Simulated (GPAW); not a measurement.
The system is Ge.

```xyz
4
Lattice="3.9976 0.0000 0.0000 -1.9988 3.4620 0.0000 0.0000 0.0000 6.5994" Properties=species:S:1:pos:R:3 pbc="T T T"
Ge    0.0000    2.3080    6.1843
Ge    1.9988    1.1540    2.8846
Ge    0.0000    2.3080    3.7148
Ge    1.9988    1.1540    0.4151
```

This isn't the form of Ge at room conditions, which is diamond.

| Quantity | Value |
| --- | --- |
| Program | GPAW 26.7.0 |
| Task | relaxation of cell and atoms |
| Functional | PBE |
| Potentials or basis | GPAW PAW data sets (gpaw-data 1.2.1) |
| Cutoff | 600 eV |
| Basis | pw |
| k mesh | 6 × 6 × 3 |
| Occupations | fermi-dirac, width 0.05 eV |
| Spin | no spin polarisation |

At the start: pressure 3.3 GPa; volume 22.83 Å³/atom.

Problem. How do energy, volume and symmetry change on relaxing?

Solution. Over 5 steps the energy falls by 12.1 meV/atom and the volume is 24.00 Å³/atom (+5.1 %); space group P6_3/mmc (No. 194, to 0.05 Å).

Step by step:
```csv
step,energy change (eV),largest force (eV/Å),pressure (GPa),volume (Å³)
1,0.0000,0.0268,3.29,91.33
2,-0.0092,0.0160,2.95,91.79
3,-0.0480,0.0655,0.00,95.99
4,-0.0482,0.0445,0.02,95.97
5,-0.0483,0.0023,0.00,96.00
```

Final structure:
```yaml
crystal:
  lattice:
    - [4.06765, 0.00000, 0.00000]
    - [-2.03382, 3.52269, 0.00000]
    - [0.00000, 0.00000, 6.69984]
  atoms:
    - { symbol: Ge, position: [0.33333, 0.66667, 0.93714] }
    - { symbol: Ge, position: [0.66667, 0.33333, 0.43714] }
    - { symbol: Ge, position: [0.33333, 0.66667, 0.56286] }
    - { symbol: Ge, position: [0.66667, 0.33333, 0.06286] }
```

Caveat: later steps reuse the first step's grids.
